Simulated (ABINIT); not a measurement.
The system is SiC (Moissanite).

```
Si C
1.0
     3.07600    0.00000    0.00000
    -1.53800    2.66389    0.00000
     0.00000    0.00000    5.04800
Si C
2 2
Cartesian
  1.5380 0.8880 2.5240
  0.0000 1.7759 0.0000
  1.5380 0.8880 4.4675
  0.0000 1.7759 1.9435
```

Base run:

| Property | Result |
| --- | --- |
| Program | ABINIT 10.8.3 (patched build) |
| Functional | HCTH407 |
| Potentials or basis | JTH PAW PBE v2.0 |
| Cutoff | 544 eV |
| k mesh | 10 × 10 × 5 |
| Occupations | fermi-dirac, width 0.05 eV |
| Spin | no spin polarisation |

Its results: band gap on the k mesh 2.89 eV, indirect (least direct gap 4.41 eV); pressure 0.3 GPa; largest force 0.735 eV/Å.

Q: After a change of settings the same cell gave: band gap on the k mesh 2.58 eV, indirect (least direct gap 4.15 eV); pressure 5.4 GPa; largest force 0.761 eV/Å. Which change was it?
A. functional from HCTH407 to PW91
B. functional from HCTH407 to LDA; potentials or basis from JTH PAW PBE v2.0 to PseudoDojo NC SR LDA v0.4.1 standard; cutoff from 544 eV to 1116 eV
C. functional from HCTH407 to PBE; potentials or basis from JTH PAW PBE v2.0 to PseudoDojo NC SR PBE v0.4.1 standard; cutoff from 544 eV to 1116 eV
D. functional from HCTH407 to BP86; potentials or basis from JTH PAW PBE v2.0 to PseudoDojo NC SR PBE v0.4.1 standard; cutoff from 544 eV to 1116 eV

A: D.

Caveats: the mesh misses the band edges, which the band path finds closer together; the PAW data sets were made with another functional, which shifts forces and pressure a little (some runs); the potentials were made for another functional, which shifts forces and pressure (some runs).
